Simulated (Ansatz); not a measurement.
A strain series on SiC (zincblende) with r2SCAN in Ansatz; the unstrained cell is the r2SCAN minimum. (Simulation; spin polarisation is off.)

Input of the unstrained run:
```yaml
crystal:
  lattice:
    - [0.0, 2.178052345, 2.178052345]
    - [2.178052345, 0.0, 2.178052345]
    - [2.178052345, 2.178052345, 0.0]
  atoms:
    - { symbol: Si, position: [0.0, 0.0, 0.0] }
    - { symbol: C, position: [0.25, 0.25, 0.25] }
kpoints:
  mp_grid: { grid: [10, 10, 10] }
  band_path:
    path:
      - [0.0, 0.0, 0.0]
      - [-0.5, -0.5, 0.0]
      - [-0.375, -0.375, 0.25]
      - [-0.375, 0.0, 0.375]
      - [0.0, 0.0, 0.5]
      - [-0.5, -0.25, 0.25]
    npoints: 1
hamiltonian:
  xc: r2scan
scf:
  occupations: { method: fixed }
  n_extra_bands: 4
output:
  forces: true
  stress: true
  eigenvalues: true
```

Its main results, and the levels near the gap at the points of the path (eV from the Fermi energy, bands numbered from 0, names kept under strain):
```
Crystal: 2 atoms, lattice volume = 20.665 Å³
Basis set: ecut = 500 eV, 531 PW (Γ)
Symmetry: 24 space group operations
Space group: F-43m (ITA 216)
k-points: 47 of 1000 (time reversal used)
Free energy (F): -891.333911 eV
Fermi energy:    9.377678 eV
--- Stress (GPa, compression-positive) ---
        0.035933       0.000000       0.000000
        0.000000       0.035933       0.000000
        0.000000       0.000000       0.035933
  P = ⅓ Tr σ = 0.0359 GPa (0.359 kbar)
```
```tsv
point	band_1	band_2	band_3	band_4	band_5	band_6
Γ	0.000	0.000	0.000	6.818	7.860	7.860
X	-8.057	-3.335	-3.335	1.713	4.824	15.119
U	-7.508	-5.725	-2.715	3.535	8.413	12.700
K	-7.508	-5.725	-2.715	3.535	8.413	12.700
L	-8.827	-1.105	-1.105	5.990	7.748	7.748
W	-7.242	-5.181	-4.814	5.719	10.122	10.233
```

Epitaxial +3.0 % in the xy plane, free normal strain -2.00 %. The input changes in these blocks:
```yaml
crystal:
  lattice:
    - [0.0, 2.2433939153, 2.1344433457]
    - [2.2433939153, 0.0, 2.1344433457]
    - [2.2433939153, 2.2433939153, 0.0]
  atoms:
    - { symbol: Si, position: [0.0, 0.0, 0.0] }
    - { symbol: C, position: [0.25, 0.25, 0.25] }
```

```
Crystal: 2 atoms, lattice volume = 21.485 Å³
Basis set: ecut = 500 eV, 535 PW (Γ)
Symmetry: 8 space group operations
Space group: I-4m2 (ITA 119)
k-points: 102 of 1000 (time reversal used)
Free energy (F): -891.283743 eV
Fermi energy:    9.121318 eV
--- Stress (GPa, compression-positive) ---
      -12.483151       0.000000       0.000000
        0.000000     -12.483151       0.000000
        0.000000       0.000000      -0.003405
  P = ⅓ Tr σ = -8.3232 GPa (-83.232 kbar)
```
```tsv
point	band_1	band_2	band_3	band_4	band_5	band_6
Γ	-0.321	-0.321	0.000	6.098	7.260	7.418
X	-7.738	-3.829	-3.829	1.233	3.866	14.278
U	-7.370	-5.697	-3.232	2.870	7.319	11.971
K	-7.785	-5.760	-2.693	3.502	8.250	11.732
L	-8.833	-1.609	-1.024	5.220	6.999	7.917
W	-7.387	-5.146	-4.865	5.200	9.043	9.180
```

r2SCAN: the gap goes from 1.713 to 1.233 eV (-0.480 eV); with r2SCAN the top three valence levels at Γ, degenerate before, become 1+2 from the top over 321 meV.

Uniaxial -2.0 % along z, other directions held. The input changes in these blocks:
```yaml
crystal:
  lattice:
    - [0.0, 2.178052345, 2.1344912981]
    - [2.178052345, 0.0, 2.1344912981]
    - [2.178052345, 2.178052345, 0.0]
  atoms:
    - { symbol: Si, position: [0.0, 0.0, 0.0] }
    - { symbol: C, position: [0.25, 0.25, 0.25] }
```

```
Crystal: 2 atoms, lattice volume = 20.252 Å³
Basis set: ecut = 500 eV, 531 PW (Γ)
Symmetry: 8 space group operations
Space group: I-4m2 (ITA 119)
k-points: 102 of 1000 (time reversal used)
Free energy (F): -891.323065 eV
Fermi energy:    9.727186 eV
--- Stress (GPa, compression-positive) ---
        2.971384       0.000000       0.000000
        0.000000       2.971384       0.000000
        0.000000       0.000000       8.403223
  P = ⅓ Tr σ = 4.7820 GPa (47.820 kbar)
```
```tsv
point	band_1	band_2	band_3	band_4	band_5	band_6
Γ	-0.139	-0.139	0.000	6.975	7.882	7.939
X	-8.039	-3.619	-3.619	1.480	4.566	15.213
U	-7.526	-5.900	-2.992	3.293	8.178	12.717
K	-7.708	-5.920	-2.759	3.556	8.577	12.727
L	-9.031	-1.331	-1.075	6.050	7.583	7.951
W	-7.345	-5.345	-4.978	5.558	10.030	10.110
```

r2SCAN: the gap goes from 1.713 to 1.480 eV (-0.233 eV); with r2SCAN the top three valence levels at Γ, degenerate before, become 1+2 from the top over 139 meV.

Epitaxial +2.5 % in the xy plane, free normal strain -1.66 %. The input changes in these blocks:
```yaml
crystal:
  lattice:
    - [0.0, 2.2325036536, 2.1419434071]
    - [2.2325036536, 0.0, 2.1419434071]
    - [2.2325036536, 2.2325036536, 0.0]
  atoms:
    - { symbol: Si, position: [0.0, 0.0, 0.0] }
    - { symbol: C, position: [0.25, 0.25, 0.25] }
```

```
Crystal: 2 atoms, lattice volume = 21.351 Å³
Basis set: ecut = 500 eV, 535 PW (Γ)
Symmetry: 8 space group operations
Space group: I-4m2 (ITA 119)
k-points: 102 of 1000 (time reversal used)
Free energy (F): -891.298746 eV
Fermi energy:    9.160882 eV
--- Stress (GPa, compression-positive) ---
      -10.571134       0.000000       0.000000
        0.000000     -10.571134       0.000000
        0.000000       0.000000      -0.002804
  P = ⅓ Tr σ = -7.0484 GPa (-70.484 kbar)
```
```tsv
point	band_1	band_2	band_3	band_4	band_5	band_6
Γ	-0.271	-0.271	0.000	6.215	7.356	7.486
X	-7.791	-3.750	-3.750	1.308	4.022	14.413
U	-7.391	-5.707	-3.150	2.976	7.496	12.085
K	-7.740	-5.756	-2.697	3.502	8.277	11.923
L	-8.832	-1.530	-1.036	5.360	7.118	7.870
W	-7.359	-5.158	-4.859	5.285	9.246	9.327
```

r2SCAN: the gap goes from 1.713 to 1.308 eV (-0.405 eV); with r2SCAN the top three valence levels at Γ, degenerate before, become 1+2 from the top over 271 meV.

Uniaxial -2.0 % along x, other directions held. The input changes in these blocks:
```yaml
crystal:
  lattice:
    - [0.0, 2.178052345, 2.178052345]
    - [2.1344912981, 0.0, 2.178052345]
    - [2.1344912981, 2.178052345, 0.0]
  atoms:
    - { symbol: Si, position: [0.0, 0.0, 0.0] }
    - { symbol: C, position: [0.25, 0.25, 0.25] }
```

```
Crystal: 2 atoms, lattice volume = 20.252 Å³
Basis set: ecut = 500 eV, 531 PW (Γ)
Symmetry: 8 space group operations
Space group: I-4m2 (ITA 119)
k-points: 102 of 1000 (time reversal used)
Free energy (F): -891.323065 eV
Fermi energy:    9.727159 eV
--- Stress (GPa, compression-positive) ---
        8.403067       0.000000       0.000000
        0.000000       2.971207       0.000000
        0.000000       0.000000       2.971207
  P = ⅓ Tr σ = 4.7818 GPa (47.818 kbar)
```
```tsv
point	band_1	band_2	band_3	band_4	band_5	band_6
Γ	-0.139	-0.139	0.000	6.975	7.882	7.939
X	-8.303	-3.403	-3.373	1.674	4.934	14.961
U	-7.708	-5.920	-2.759	3.556	8.577	12.727
K	-7.708	-5.920	-2.759	3.556	8.577	12.727
L	-9.031	-1.331	-1.074	6.050	7.583	7.951
W	-7.412	-5.391	-4.990	5.863	10.556	10.568
```

r2SCAN: the gap goes from 1.713 to 1.480 eV (-0.233 eV); with r2SCAN the top three valence levels at Γ, degenerate before, become 1+2 from the top over 139 meV.

The splittings at Γ are without spin-orbit coupling, which regroups them where it is of like size or larger.
